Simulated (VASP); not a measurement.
# SnSe (Fm-3m) in VASP: further runs, part 2 of 2

VASP 6.6.1.

**3. Relaxation of cell and atoms, PBEsol**

This run uses another cell than the first one, of 26.35 Å³/atom, 0.966 times its volume.

INCAR reads:

```
SYSTEM = SnSe
ALGO     = Normal         ! electronic algorithm
EDIFF    = 1E-7           ! SCF threshold, eV
EDIFFG   = -0.005         ! ionic threshold
ENCUT    = 600            ! plane-wave cutoff, eV
GGA      = PS             ! functional
IBRION   = 2              ! ionic algorithm
ISIF     = 3              ! what is computed and relaxed
ISMEAR   = 0              ! smearing method
LASPH    = .True.         ! aspherical terms in the spheres
LCHARG   = .False.        ! write CHGCAR
LREAL    = .False.        ! projectors in reciprocal space
LWAVE    = .False.        ! write WAVECAR
NELM     = 80             ! most SCF steps
NSW      = 90             ! ionic steps
PREC     = Accurate       ! precision mode
SIGMA    = 0.03           ! smearing width, eV
```

KPOINTS reads:

```
k-points
0
Gamma
  10 10 10
  0 0 0
```

POSCAR reads:

```
SnSe                                    
1.0
   -0.0000000000      2.9758393126      2.9758393126
    2.9758393126      0.0000000000      2.9758393126
    2.9758393126      2.9758393126     -0.0000000000
  Sn              Se            
     1     1
Direct
     0.0000000000000000    0.0000000000000000    0.0000000000000000
     0.5000000000000000    0.5000000000000000    0.5000000000000000
```

Potentials or basis: VASP PAW PBE potentials, release 64 (Sn_d, Se).

The run is started by

```sh
$ cat potpaw_PBE.64/Sn_d/POTCAR potpaw_PBE.64/Se/POTCAR > POTCAR
$ mpirun -np 1 vasp_std > vasp.out
```

Run time: 16 s. Hardware: 1 thread of Intel Xeon 6975P-C (Granite Rapids), shared host; peak memory 0.23 GiB.

Results (log left out):

| Item | Value |
| --- | --- |
| Free energy | -8.9781 eV |
| Pressure after relaxing | 0.0 GPa |
| Band gap on the k mesh | 0.48 eV, indirect (least direct gap 0.58 eV) |

Final structure:
```yaml
crystal:
  lattice:
    - [0.00000, 2.97584, 2.97584]
    - [2.97584, 0.00000, 2.97584]
    - [2.97584, 2.97584, 0.00000]
  atoms:
    - { symbol: Sn, position: [0.00000, 0.00000, 0.00000] }
    - { symbol: Se, position: [0.50000, 0.50000, 0.50000] }
```

Levels at points of the mesh, in eV from the valence-band top:
```csv
k point,band 7,band 8,band 9,band 10,band 11,band 12,band 13,band 14
"(0.00, 0.00, 0.00)",-4.96,-2.24,-2.24,-2.24,4.45,4.45,4.45,5.80
"(0.50, 0.00, 0.00)",-8.22,-1.99,-1.99,-0.07,0.73,1.23,1.23,8.26
"(0.50, 0.50, 0.00)",-6.01,-5.71,-3.77,-3.77,2.84,5.55,5.55,6.19
```

Caveat: the relaxation stopped at its first step, so nothing moved; the PAW data sets were made with another functional, which shifts forces and pressure a little; spin-orbit coupling is left out, which moves the levels of the heavy elements. A k mesh can miss the band edges.

**4. Relaxation of cell and atoms, PBEsol**

INCAR reads:

```
SYSTEM = SnSe
PREC = Accurate
ENCUT = 600
EDIFF = 1E-6
ISMEAR = 0
SIGMA = 0.03
LREAL = .False.
LASPH = .True.
NELM = 80
ALGO = Normal
ISIF = 3
LWAVE = .False.
LCHARG = .False.
GGA = PS
IBRION = 2
NSW = 90
EDIFFG = -0.01
```

KPOINTS reads:

```
regular mesh
0
Gamma
  10 10 10
  0 0 0
```

POSCAR reads:

```
SnSe
1.0
    0.0000000000      3.0100000000      3.0100000000
    3.0100000000      0.0000000000      3.0100000000
    3.0100000000      3.0100000000      0.0000000000
Sn Se
1 1
Direct
    0.0000000000      0.0000000000      0.0000000000
    0.5000000000      0.5000000000      0.5000000000
```

The run is started by

```sh
$ cat potpaw_PBE.64/Sn_d/POTCAR potpaw_PBE.64/Se/POTCAR > POTCAR
$ mpirun -np 1 vasp_std > vasp.out
```

Wall time 64 s (1 thread of Intel Xeon Platinum 8488C (Sapphire Rapids), shared host); peak memory 0.24 GiB.

The run converged. Its results:

| Property | Result |
| --- | --- |
| Free energy | -8.9782 eV |
| Relaxed volume | 26.35 Å³/atom |
| Relaxed cell | a = 4.208 Å, b = 4.208 Å, c = 4.208 Å, α = 60.00°, β = 60.00°, γ = 60.00° |
| Space group after relaxing (to 0.05 Å) | Fm-3m (No. 225) |
| Energy gained by relaxing | 5.3 meV/atom |
| Ionic steps | 3 |
| Pressure after relaxing | 0.0 GPa |
| Band gap on the k mesh | 0.48 eV, indirect (least direct gap 0.58 eV) |

Step by step:
```
step  energy change (eV)  largest force (eV/Å)  pressure (GPa)  volume (Å³)
   1              0.0000                0.0000           -1.79        54.54
   2             -0.0096                0.0000            0.58        52.17
   3             -0.0105                0.0000            0.01        52.71
```

Final structure:
```
CELL_PARAMETERS angstrom
0.00000 2.97584 2.97584
2.97584 0.00000 2.97584
2.97584 2.97584 0.00000
ATOMIC_POSITIONS crystal
Sn 0.00000 0.00000 0.00000
Se 0.50000 0.50000 0.50000
```

Levels at points of the mesh, in eV from the valence-band top:
```tsv
k point	band 8	band 9	band 10	band 11	band 12	band 13
(0.00, 0.00, 0.00)	-2.24	-2.24	-2.24	4.45	4.45	4.45
(0.50, 0.00, 0.00)	-1.99	-1.99	-0.07	0.73	1.23	1.23
(0.50, 0.50, 0.00)	-5.71	-3.77	-3.77	2.84	5.55	5.55
```

Caveat: the PAW data sets were made with another functional, which shifts forces and pressure a little; spin-orbit coupling is left out, which moves the levels of the heavy elements. A k mesh can miss the band edges.

**5. Relaxation of cell and atoms, PBEsol**

This run uses another cell than the first one, of 26.35 Å³/atom, 0.966 times its volume.

INCAR, as its differences from that of step 4:

```diff
@@ -3,3 +3,3 @@
 ENCUT = 600
-EDIFF = 1E-6
+EDIFF = 1E-7
 ISMEAR = 0
@@ -16,2 +16,2 @@
 NSW = 90
-EDIFFG = -0.01
+EDIFFG = -0.005
```

KPOINTS is that of step 4.

POSCAR reads:

```
SnSe                                    
1.0
   -0.0000000000      2.9758393126      2.9758393126
    2.9758393126      0.0000000000      2.9758393126
    2.9758393126      2.9758393126     -0.0000000000
  Sn              Se            
     1     1
Direct
     0.0000000000000000    0.0000000000000000    0.0000000000000000
     0.5000000000000000    0.5000000000000000    0.5000000000000000
```

Potentials or basis: VASP PAW PBE potentials, release 64 (Sn_d, Se).

The run is started by

```sh
$ cat potpaw_PBE.64/Sn_d/POTCAR potpaw_PBE.64/Se/POTCAR > POTCAR
$ mpirun -np 1 vasp_std > vasp.out
```

OUTCAR:

```text
SYSTEM = SnSe
   PREC = Accurate
   ENCUT = 600
   EDIFF = 1E-7
   ISMEAR = 0
   LREAL = .False.
   LASPH = .True.
   NELM = 80
   ISIF = 3
   GGA = PS
   IBRION = 2
   NSW = 90
   EDIFFG = -0.005

 ion  position               nearest neighbor table
   1  0.000  0.000  0.000-   2 2.98   2 2.98   2 2.98   2 2.98   2 2.98   2 2.98
   2  0.500  0.500  0.500-   1 2.98   1 2.98   1 2.98   1 2.98   1 2.98   1 2.98

  LATTYP: Found a face centered cubic cell.
[... 603 lines left out ...]

  FORCE on cell =-STRESS in cart. coord.  units (eV):
  Direction    XX          YY          ZZ          XY          YZ          ZX
  --------------------------------------------------------------------------------------
  -------------------------------------------------------------------------------------
  Total       -0.0039981     -0.0039981     -0.0039981      0.0000000     -0.0000000      0.0000000
  in kB       -0.1215359     -0.1215359     -0.1215359      0.0000000     -0.0000000      0.0000000
  external PRESSURE =      -0.1215359 kB  Pullay stress =       0.0000000 kB

 VOLUME and BASIS-vectors are now :
 -----------------------------------------------------------------------------
  energy-cutoff  :      600.00
  volume of cell :       52.71
      direct lattice vectors                 reciprocal lattice vectors
     0.000000000  2.975839313  2.975839313    -0.168019825  0.168019825  0.168019825
     2.975839313  0.000000000  2.975839313     0.168019825 -0.168019825  0.168019825
     2.975839313  2.975839313  0.000000000     0.168019825  0.168019825 -0.168019825

 POSITION                                       TOTAL-FORCE (eV/Angst)
 -----------------------------------------------------------------------------------
      0.00000      0.00000      0.00000         0.000000     -0.000000     -0.000000
      2.97584      2.97584      2.97584        -0.000000      0.000000      0.000000
 -----------------------------------------------------------------------------------
    total drift:                               -0.000000      0.000000      0.000000

  FREE ENERGIE OF THE ION-ELECTRON SYSTEM (eV)
  ---------------------------------------------------
  free  energy   TOTEN  =        -8.9780822278 eV

  energy  without entropy=       -8.9780822278  energy(sigma->0) =       -8.97808223

 reached required accuracy - stopping structural energy minimisation
```

CONTCAR:

```text
SnSe
   1.00000000000000
     0.0000000000000000    2.9758393125999998    2.9758393125999998
     2.9758393125999998    0.0000000000000000    2.9758393125999998
     2.9758393125999998    2.9758393125999998    0.0000000000000000
  Sn              Se
     1     1
Direct
     0.0000000000000000    0.0000000000000000    0.0000000000000000
     0.5000000000000000    0.5000000000000000    0.5000000000000000

  0.00000000E+00  0.00000000E+00  0.00000000E+00
  0.00000000E+00  0.00000000E+00  0.00000000E+00
```

Run time: 28 s. Hardware: 1 thread of Intel Xeon Platinum 8488C (Sapphire Rapids), shared host; peak memory 0.23 GiB.

Results:

- Free energy: -8.9781 eV
- Pressure after relaxing: 0.0 GPa
- Band gap on the k mesh: 0.48 eV, indirect (least direct gap 0.58 eV)

Final structure:
```cif
data_structure
_symmetry_space_group_name_H-M 'P 1'
_symmetry_Int_Tables_number 1
_cell_length_a 4.2085
_cell_length_b 4.2085
_cell_length_c 4.2085
_cell_angle_alpha 60.000
_cell_angle_beta 60.000
_cell_angle_gamma 60.000
_cell_volume 52.71
loop_
_atom_site_label
_atom_site_type_symbol
_atom_site_fract_x
_atom_site_fract_y
_atom_site_fract_z
_atom_site_occupancy
Sn1 Sn 0.00000 0.00000 0.00000 1
Se1 Se 0.50000 0.50000 0.50000 1
```

Levels at points of the mesh, in eV from the valence-band top:
```csv
k point,band 7,band 8,band 9,band 10,band 11,band 12,band 13,band 14
"(0.00, 0.00, 0.00)",-4.96,-2.24,-2.24,-2.24,4.45,4.45,4.45,5.80
"(0.50, 0.00, 0.00)",-8.22,-1.99,-1.99,-0.07,0.73,1.23,1.23,8.26
"(0.50, 0.50, 0.00)",-6.01,-5.71,-3.77,-3.77,2.84,5.55,5.55,6.19
```

Caveat: the relaxation stopped at its first step, so nothing moved; the PAW data sets were made with another functional, which shifts forces and pressure a little; spin-orbit coupling is left out, which moves the levels of the heavy elements. A k mesh can miss the band edges.

**6. Relaxation of cell and atoms, PBEsol**

INCAR reads:

```
SYSTEM = SnSe
PREC = Accurate ; ENCUT = 600
EDIFF = 1E-6 ; ISMEAR = 0
SIGMA = 0.03 ; LREAL = .False.
LASPH = .True. ; NELM = 80
ALGO = Normal ; ISIF = 3
LWAVE = .False. ; LCHARG = .False.
GGA = PS ; IBRION = 2
NSW = 90 ; EDIFFG = -0.01
KPAR = 2
```

KPOINTS reads:

```
Automatic mesh
0
Gamma
  10 10 10
  0 0 0
```

POSCAR reads:

```
SnSe
1.0
    0.0000000000      3.0100000000      3.0100000000
    3.0100000000      0.0000000000      3.0100000000
    3.0100000000      3.0100000000      0.0000000000
Sn Se
1 1
Direct
    0.0000000000      0.0000000000      0.0000000000
    0.5000000000      0.5000000000      0.5000000000
```

Potentials or basis: VASP PAW PBE potentials, release 64 (Sn_d, Se).

The run is started by

```sh
$ cat potpaw_PBE.64/Sn_d/POTCAR potpaw_PBE.64/Se/POTCAR > POTCAR
$ mpirun -np 2 vasp_std > vasp.out
```

Wall time 30 s (2 MPI ranks of AMD EPYC 9R45 (Zen 5), shared host); peak memory 0.22 GiB.

Results (log left out):

| Property | Result |
| --- | --- |
| Free energy | -8.9782 eV |
| Relaxed volume | 26.35 Å³/atom |
| Relaxed cell | a = 4.208 Å, b = 4.208 Å, c = 4.208 Å, α = 60.00°, β = 60.00°, γ = 60.00° |
| Space group after relaxing (to 0.05 Å) | Fm-3m (No. 225) |
| Energy gained by relaxing | 5.3 meV/atom |
| Ionic steps | 3 |
| Pressure after relaxing | 0.0 GPa |
| Band gap on the k mesh | 0.48 eV, indirect (least direct gap 0.58 eV) |

Step by step:
| step | energy change (eV) | largest force (eV/Å) | pressure (GPa) | volume (Å³) |
| --- | --- | --- | --- | --- |
| 1 | 0.0000 | 0.0000 | -1.79 | 54.54 |
| 2 | -0.0096 | 0.0000 | 0.58 | 52.17 |
| 3 | -0.0105 | 0.0000 | 0.01 | 52.71 |

Final structure:
```
CELL_PARAMETERS angstrom
0.00000 2.97584 2.97584
2.97584 0.00000 2.97584
2.97584 2.97584 0.00000
ATOMIC_POSITIONS crystal
Sn 0.00000 0.00000 0.00000
Se 0.50000 0.50000 0.50000
```

Levels at points of the mesh, in eV from the valence-band top:
```csv
k point,band 7,band 8,band 9,band 10,band 11,band 12,band 13,band 14
"(0.00, 0.00, 0.00)",-4.96,-2.24,-2.24,-2.24,4.45,4.45,4.45,5.80
"(0.50, 0.00, 0.00)",-8.22,-1.99,-1.99,-0.07,0.73,1.23,1.23,8.26
"(0.50, 0.50, 0.00)",-6.01,-5.71,-3.77,-3.77,2.84,5.55,5.55,6.19
```

Caveat: the PAW data sets were made with another functional, which shifts forces and pressure a little; spin-orbit coupling is left out, which moves the levels of the heavy elements. A k mesh can miss the band edges.
